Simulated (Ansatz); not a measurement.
**Migration of P in MoP**

Theory: DFT PBE, scalar-relativistic, plane waves, PAW in Ansatz 0.2.0. Settings: 420 eV cutoff, 4×4×4 k-mesh, Gaussian smearing of 0.10 eV, no spin polarisation.

Host crystal, relaxed:

```
Mo P
1.0
     3.24104    0.00000    0.00000
    -1.62052    2.80683    0.00000
     0.00000    0.00000    3.19523
Mo P
1 1
Direct
  0.00000 0.00000 0.00000
  0.33333 0.66667 0.50000
```

In a supercell of 16 host sites, interstitial P hops to an equivalent place, moving 3.24 Å between the relaxed ends. Climbing-image nudged elastic band at fixed cell with images 0 (start) to 6 (end), the path measured over all atoms, converged to 0.05 eV/Å; the order of the saddle wasn't checked, and the small cell leaves errors of about a tenth of an eV.

Supercell rows in host cell vectors: 0 0 -2; 2 0 0; -2 -2 0. P was set at (0.625, 0.312, 0.250) of the host cell.

At the relaxed start P has 3 Mo at 2.17 Å, 6 P at 2.48 Å.

A cell with an odd number of electrons and no spin polarisation is a metal by construction and may be lower with spin.

(1) How high is the barrier, and where does the atom pass?

Results:

(1) 2.45 eV at image 2, where P has 1 P at 2.11 Å, 1 Mo at 2.16 Å, 1 Mo at 2.24 Å, 1 P at 2.25 Å, 1 P at 2.62 Å, 1 Mo at 2.67 Å, 1 Mo at 2.73 Å.

Cost: 1 run of about 2.5 core-hours, on Oxide Virtual Turin-like Processor (Zen 5) (shared hosts).